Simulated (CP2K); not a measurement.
HfO2 under changes of volume

One of the cells (11.152 Å³/atom); the others are scaled copies at fixed shape and fractional positions:

```
CELL_PARAMETERS angstrom
3.61685 0.00000 0.00000
1.80843 3.13229 0.00000
1.80843 1.04410 2.95315
ATOMIC_POSITIONS crystal
Hf 0.00000 0.00000 0.00000
O 0.75000 0.75000 0.75000
O 0.25000 0.25000 0.25000
```

Measurements of this composition are mostly on another form, of space group No. 14.

```yaml
Program: CP2K 2026.2
Functional: LDA
Potentials_or_basis: GTH_POTENTIALS Hf GTH-PADE-q12, O GTH-PADE-q6; TZVP-MOLOPT-PBE-GTH basis
Density_cutoff: 8163 eV
k_mesh: 9 × 9 × 9
Occupations: fermi-dirac, width 0.01 eV
Spin: no spin polarisation
```

```csv
volume (Å³/atom),energy over the lowest point (meV/atom),pressure (GPa),gap on the mesh (eV)
10.483,0.00,-23.1,3.88
10.706,33.85,-25.5,3.83
10.929,71.04,-27.9,3.78
11.152,111.48,-30.2,3.73
11.375,155.10,-32.5,3.68
11.598,?,?,?
11.821,251.14,-36.7,3.59
```

Question: What does the run at 11.598 Å³/atom give?

Answer: Energy over the lowest point 201.73 meV/atom; pressure -34.7 GPa; gap on the mesh 3.64 eV.

Worked out: A Birch-Murnaghan fit of order 3 (a polynomial in V^(-2/3)) to the other rows has no minimum within the range. It gives 201.68 meV/atom at 11.598 Å³/atom, against the run's 201.73, and -dE/dV = -34.5 GPa, against -34.7. A straight line through the other rows of the gap, of slope -2.43 eV per unit of ln V, gives 3.64 eV, against the run's 3.64.

Energies are extrapolated to zero smearing.

Caveats: spin-orbit coupling is left out, which moves the levels of the heavy elements; an odd mesh through Γ misses points on the zone boundary, where band edges often lie; the basis of atomic orbitals isn't converged, which shifts pressures, moduli and gaps.
